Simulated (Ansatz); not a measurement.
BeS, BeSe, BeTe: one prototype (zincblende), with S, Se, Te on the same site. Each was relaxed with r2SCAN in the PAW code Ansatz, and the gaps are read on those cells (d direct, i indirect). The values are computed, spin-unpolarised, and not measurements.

| compound | a (Å) | gap, PBE (eV) | gap, r2SCAN (eV) | gap, HSE06 (eV) | mean ε∞, r2SCAN | G0W0@PBE gap (eV) |
| --- | --- | --- | --- | --- | --- | --- |
| BeS | 4.869 | 3.14 i (Γ → X) | 3.59 i (Γ → X) | 4.09 i (Γ → X) | 4.9 | 4.38 (86 empty bands, 120 eV, 6×6×6) |
| BeSe | 5.162 | 2.66 i (Γ → X) | 3.12 i (Γ → X) | 3.49 i (Γ → X) | 5.6 | 3.75 (102 empty bands, 120 eV, 6×6×6) |
| BeTe | 5.657 | 2.02 i (Γ → X) | 2.38 i (Γ → X) | 2.69 i (Γ → X) | 6.9 | 2.89 (335 empty bands, 220 eV, 4×4×4) |

G0W0 gaps are PBE's gap plus the shift on the mesh. G0W0 here is at a finite number of bands, screening cutoff and k mesh, not at the basis limit.

From BeS to BeSe, a changes by +0.293 Å and the HSE06 gap by -0.60 eV. From BeSe to BeTe, a changes by +0.495 Å and the HSE06 gap by -0.79 eV.

No spin-orbit coupling is included; it can move band edges with weight on the heavy atoms by tenths of an eV.

The meshes of the hybrids are coarse, so their gaps aren't converged to the digits shown.
